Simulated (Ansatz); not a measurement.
LiH in the rocksalt structure (r2SCAN geometry), in Ansatz:

```cif
data_structure
_symmetry_space_group_name_H-M 'Fm-3m'
_symmetry_Int_Tables_number 225
_cell_length_a 4.0060
_cell_length_b 4.0060
_cell_length_c 4.0060
_cell_angle_alpha 90.000
_cell_angle_beta 90.000
_cell_angle_gamma 90.000
_cell_volume 64.29
loop_
_atom_site_label
_atom_site_type_symbol
_atom_site_symmetry_multiplicity
_atom_site_Wyckoff_symbol
_atom_site_fract_x
_atom_site_fract_y
_atom_site_fract_z
_atom_site_occupancy
Li1 Li 4 a 0.00000 0.00000 0.00000 1
H1 H 4 b 0.50000 0.00000 0.00000 1
```

G0W0@PBE with 60 empty bands, a screening cutoff of 140 eV and a 6×6×6 mesh (PAW, contour deformation) gives 4.792 eV over the mesh points, from a PBE gap of 2.982 eV; it sums over 62 bands with 59 plane waves in the screening and a wave cutoff of 420 eV. The G0W0 figures hold for the stated bands, cutoff and mesh and aren't extrapolated. Spin-unpolarised throughout; all numbers are computed.

(1) Estimate the gap with frequency model Godby-Needs pole.

(2) Estimate the gap with starting point LDA.

(3) Another run gave a Kohn-Sham gap of 2.982 eV and a G0W0 gap of 4.659 eV, summing over 28 bands with 27 plane waves in the screening and a wave cutoff of 420 eV. What was changed?

## Answers

(1) 4.813 eV (+0.021 eV), from a Kohn-Sham gap of 2.982 eV.

(2) 4.593 eV (-0.199 eV), from a Kohn-Sham gap of 2.609 eV.

(3) Empty bands 26, screening cutoff 80 eV. The counts of bands and plane waves show it.
